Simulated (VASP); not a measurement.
Here is a VASP 6.6.1 calculation.

The input POSCAR:

```
P
1.0
    2.4339086054      0.0000000000      0.0000000000
    0.0000000000      2.4339086054      0.0000000000
    0.0000000000      0.0000000000      2.4339097931
P
1
Direct
    0.0000000000      0.0000000000      0.0000000000
```

Contents of INCAR.step1:

```
PREC = Accurate ; ENCUT = 520
ISMEAR = 0 ; SIGMA = 0.1
LREAL = False ; LASPH = True
NELM = 100 ; NBANDS = 8
GGA = PE ; ALGO = Normal
EDIFF = 1E-4 ; LWAVE = True
LCHARG = False
```

The input INCAR.step2:

```
PREC = Accurate ; ENCUT = 520
EDIFF = 1E-6 ; ISMEAR = 0
SIGMA = 0.1 ; LREAL = False
LASPH = True ; NELM = 100
ALGO = Normal ; ISIF = 2
LWAVE = False ; LCHARG = False
METAGGA = R2SCAN ; LMIXTAU = True
NBANDS = 8 ; ISTART = 1
```

The input KPOINTS:

```
regular mesh
0
Gamma
  10 10 10
```

Potentials or basis: VASP PAW PBE potentials, release 64 (P).

Run with:

```console
$ cat potpaw_PBE.64/P/POTCAR > POTCAR
$ cp INCAR.step1 INCAR
$ mpirun -np 1 vasp_std > vasp.out
$ cp INCAR.step2 INCAR
$ mpirun -np 1 vasp_std > vasp.out
```

(1) What does it give for the pressure?

(2) Predict the band gap on the k mesh.

Results:

(1) -0.5 GPa.

(2) none (metal or under the smearing width).

Caveat: the PAW data sets were made with another functional, which shifts forces and pressure a little.
